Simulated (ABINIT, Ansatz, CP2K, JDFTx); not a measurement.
**Y: equilibrium volume by level of theory**

It takes space group P6_3/mmc (No. 194, hexagonal). The conventional cell has a = 3.647 Å, b = 3.647 Å, c = 5.731 Å, α = 90.00°, β = 90.00°, γ = 120.00°. Around Y (site symmetry -6m2) lie 12 Y at 3.56 to 3.65 Å.

| rung | level | program and potentials | cutoff (eV) | k mesh | smearing | core time | chip | equilibrium volume (Å³/atom) | notes |
| --- | --- | --- | --- | --- | --- | --- | --- | --- | --- |
| GGA | PBEsol | Ansatz, Ansatz PAW | 420 | 8 × 8 × 5 | fermi-dirac 0.05 | 5.7 s | Arm Neoverse V1 | 31.33 | potentials made for PBE, which Ansatz adapts in part |
| GGA | PBE | Ansatz, Ansatz PAW | 420 | 8 × 8 × 5 | fermi-dirac 0.05 | 7.1 s | Arm Neoverse V1 | 32.92 | - |
| GGA | revPBE | Ansatz, Ansatz PAW | 420 | 8 × 8 × 5 | fermi-dirac 0.05 | 7.2 s | Arm Neoverse V1 | 33.84 | potentials made for PBE, which Ansatz adapts in part |
| GGA | RPBE | Ansatz, Ansatz PAW | 420 | 8 × 8 × 5 | fermi-dirac 0.05 | 7.4 s | Arm Neoverse V1 | 34.19 | potentials made for PBE, which Ansatz adapts in part |
| LDA | LDA | Ansatz, Ansatz PAW | 420 | 8 × 8 × 5 | fermi-dirac 0.05 | 8.8 s | Arm Neoverse V1 | 29.89 | potentials made for PBE, which Ansatz adapts in part |
| GGA | BLYP | Ansatz, Ansatz PAW | 420 | 8 × 8 × 5 | fermi-dirac 0.05 | 9.9 s | Arm Neoverse V1 | 33.76 | potentials made for PBE, which Ansatz adapts in part |
| meta-GGA | r2SCAN | Ansatz, Ansatz PAW | 500 | 8 × 8 × 5 | fermi-dirac 0.05 | 20 s | Arm Neoverse V1 | 33.57 | potentials made for PBE, which Ansatz adapts in part |
| GGA | PBE | ABINIT, SG15 NC PBE v1.2 | 599 | 6 × 6 × 4 | fermi-dirac 0.05 | 2 min | Arm Neoverse V2 | 32.95 | - |
| hybrid | PBEsol0 | Ansatz, Ansatz PAW | 420 | 4 × 4 × 3 | methfessel-paxton 0.2 | 2.2 min | Intel Xeon Skylake/Cascade Lake | 33.23 | coarse mesh; potentials made for PBE, which Ansatz adapts in part |
| GGA + dispersion | PBE+D3(BJ) | JDFTx, PseudoDojo-SR-PBE-0.5-standard | 980 | 8 × 8 × 5 | fermi-dirac 0.05 | 4.9 min | Intel Xeon Platinum 8375C Ice Lake | 31.55 | - |
| LDA | LDA | CP2K, GTH_POTENTIALS Y GTH-PADE-q11; TZVP-MOLOPT-PBE-GTH basis | - | 7 × 7 × 4 | fermi-dirac 0.05 | 8.2 min | Arm Neoverse V1 | 29.87 | atomic basis |

Times are single runs on shared hosts and different chips, so they are rough; meshes, cutoffs and the tasks' sizes weigh on the time. Task: relaxation of cell and atoms. All rows: no spin polarisation. Smearing widths are in eV. For a metal such meshes aren't converged. Meshes differ between rows, which moves values too. Meshes are those of the run's cell of 2 atoms unless a note names another. Relaxations start from the cell shown or near it and stop with a little pressure left. Runs on faulty files, with rough fits or with known faults for this quantity aren't shown. No row holds spin-orbit coupling.

By rung: LDA 29.89; GGA 31.33 to 34.19; GGA + dispersion 31.55; meta-GGA 33.57; LDA in atomic bases 29.87; hybrid on coarse meshes 33.23 (Å³/atom).
